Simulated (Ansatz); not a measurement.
Wurtzite BeO was calculated with LC-ωPBE (Ansatz, a quantum-chemistry and plane-wave program, PAW).

Total energies, extrapolated to zero smearing (they compare only within this program, potentials and cutoff; free atoms with spin allowed, lowest state found):

| system | energy (eV/atom) |
|---|---|
| wurtzite BeO, relaxed | -332.3298 |
| free Be atom | -89.3353 |
| free O atom | -562.9288 |

Q: Work out the cohesive energy per atom.

A: E_coh = [1 × (-89.3353) + 1 × (-562.9288)]/2 − (-332.3298) = 6.20 eV/atom. The reference value is 6.19 ± 0.03 eV/atom (worked out here from tabulated enthalpies at 298 K, copied from a table, unchecked, brought to a static lattice with a Debye model, atoms in their spin–orbit ground levels; inputs from the CRC Handbook), a difference of +0.01 eV/atom.

The PAW data were made under PBE.
